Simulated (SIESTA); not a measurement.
## Convergence study of the k-point mesh at a smearing width of 0.05 eV for InN (R3m, 2 atoms in the cell)

```
CELL_PARAMETERS angstrom
      0.00000     2.47755     2.47755
      2.47755     0.00000     2.47755
      2.47755     2.47755     0.00000
ATOMIC_POSITIONS crystal
  In 0.00583 0.00583 0.00583
  N  0.25000 0.25000 0.25000
```

Method: SIESTA 5.4.2 with LDA PW92, numerical atomic orbitals DZP, PseudoDojo LDA standard norm-conserving potentials (rewritten from UPF to PSML).

Base settings: XC.functional = LDA; XC.authors = PW92; potentials = PseudoDojo LDA standard; PAO.BasisSize = DZP; PAO.EnergyShift = 0.005 Ry; MeshCutoff = 300 Ry; kgrid.MonkhorstPack = 4 4 4; OccupationFunction = FD; ElectronicTemperature = 20 meV; MaxSCFIterations = 150.

In this ladder: ElectronicTemperature = 50 meV.

The second cell is the first with its lattice scaled by 0.98.

Only quantities that move along the ladder and can be compared are tabulated.

The starting cell has typed, rounded lattice constants, without a prior relaxation at this level. Its lattice was rescaled by up to half a per cent. One atom was moved a little off its site on purpose. Values carry the incompleteness of an atom-centred basis. The run gives no clean gap (levels at the Fermi energy touch, overlap or are partly filled at this smearing), which alone does not show that the compound is a metal. Without a gap this mesh is coarse (it stands for a supercell whose shortest vector is 14 Å).

Steps (kgrid.MonkhorstPack): 4 4 4; 5 5 5; 6 6 6; 7 7 7; 9 9 9; 10 10 10; 13 13 13; 15 15 15; 18 18 18; 22 22 22.

Q: What is the coarsest kgrid.MonkhorstPack that holds the free energy within 2 meV/atom of the last step, with all finer ones?

A: 7 7 7; the step before is off by 3.4 meV/atom.

Q: What is the coarsest kgrid.MonkhorstPack that holds the pressure within 0.2 GPa of the last step, with all finer ones?

A: 5 5 5; the step before is off by 0.49 GPa.

Q: What is the coarsest kgrid.MonkhorstPack that holds the energy of the compressed cell less the first within 0.5 meV/atom of the last step, with all finer ones?

A: 6 6 6; the step before is off by 0.90 meV/atom.

```tsv
kgrid.MonkhorstPack	free energy less the last step's (meV/atom)	energy of the compressed cell less the first (meV/atom)	pressure (GPa)
4 4 4	31.83	34.69	1.52
5 5 5	9.49	32.86	1.20
6 6 6	3.42	32.32	1.11
7 7 7	1.26	32.16	1.07
9 9 9	0.26	32.07	1.05
10 10 10	0.12	32.04	1.04
13 13 13	0.01	31.99	1.04
15 15 15	0.00	31.98	1.03
18 18 18	0.00	31.97	1.03
22 22 22	0.00	31.96	1.03
```

The energy difference between the two cells stays within 1 meV/atom of the last step's from 5 5 5 on, the total only from 9 9 9 on: much of the error is common to both cells and cancels.
